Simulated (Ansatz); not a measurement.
## MgO2 in Ansatz: the effect of functional

Crystal: MgO2.

```xyz
3
Lattice="1.6362 0.9447 3.5625 -1.6362 0.9447 3.5625 0.0000 -1.8894 3.5625" Properties=species:S:1:pos:R:3 pbc="T T T"
Mg    0.0000    0.0000    0.0000
O     0.0000    0.0000    6.1049
O     0.0000    0.0000    4.5827
```

The cell comes from a database or a generator and needn't be the stable form of this composition.

The cell isn't the ideal one: volume scaled by 1.06.

Alike in all runs:

```yaml
Program: Ansatz 0.2.0
Task: single point
Potentials_or_basis: Ansatz PAW
k_mesh: 10 × 10 × 10
Occupations: fermi-dirac, width 0.05 eV
Spin: no spin polarisation
```

Task: One run gave: gap on the mesh 1.90 eV; pressure -11.0 GPa; largest force 0.54 eV/Å. Which functional did it use?
A. r2SCAN
B. LDA
C. PBEsol

Result: C.

```csv
functional,cutoff,gap on the mesh (eV),pressure (GPa),largest force (eV/Å)
LDA,420 eV (not typed: the program's choice for these potentials),1.85,-15.7,0.68
PBEsol,420 eV (not typed: the program's choice for these potentials),1.90,-11.0,0.54
r2SCAN,500 eV (not typed: the program's choice for these potentials),2.60,-11.7,0.46
```

Caveats: the PAW data sets come from PBE, with cores solved anew for the run's functional, which leaves a small shift of forces and pressure.

A k mesh can miss the band edges.

Runs at the PBE level aren't shown here.
